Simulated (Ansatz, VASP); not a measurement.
## Equation of state of PdIn under PBEsol

Symmetry: Pm-3m, No. 221, cubic system. Conventional cell: a = 3.272 Å, b = 3.272 Å, c = 3.272 Å, α = 90.00°, β = 90.00°, γ = 90.00°. In (site symmetry m-3m) has 8 Pd at 2.83 Å as nearest neighbours. Around Pd (site symmetry m-3m) lie 8 In at 2.83 Å.

The cell comes from a database or a generator and needn't be the stable form of this composition.

The cell was scaled at fixed shape and fractions and run with VASP, PBE PAW files In_d, Pd, 520 eV; PBEsol, k mesh 8 × 8 × 8 on the cell of 2 atoms, fermi-dirac occupations of 0.05 eV, no spin polarisation, no spin-orbit coupling. The potentials were made for PBE. Energies are those that the program minimises, any entropy of the smearing included. For a metal such a mesh isn't converged to the digits shown.

```csv
V (Å³/atom),energy over the lowest row (meV/atom)
16.4624,12.67
16.8126,?
17.1629,0.00
17.5131,3.31
17.8634,11.97
18.2137,25.35
18.5639,42.84
```

Fit the third-order Birch-Murnaghan form, give V0, B0 and B′, and predict the energy left open.

With y = (V0/V)^(2/3), E = E0 + (9 V0 B0/16) [(y - 1)³ B′ + (y - 1)² (6 - 4y)]. Least squares through the rows shown give V0 = 17.1420 Å³/atom, E0 = -0.01 meV, B0 = 138.2 GPa (1 eV/Å³ = 160.218 GPa) and B′ = 5.46, with a largest miss of 0.01 meV. At V = 16.8126 the form with these constants gives 2.84 meV; the run gave 2.83 meV an atom. Other set-ups at this level, from all their volumes (Å³/atom, GPa): Ansatz, all-electron LAPW, scalar-relativistic: V0 17.116, B0 138.2.
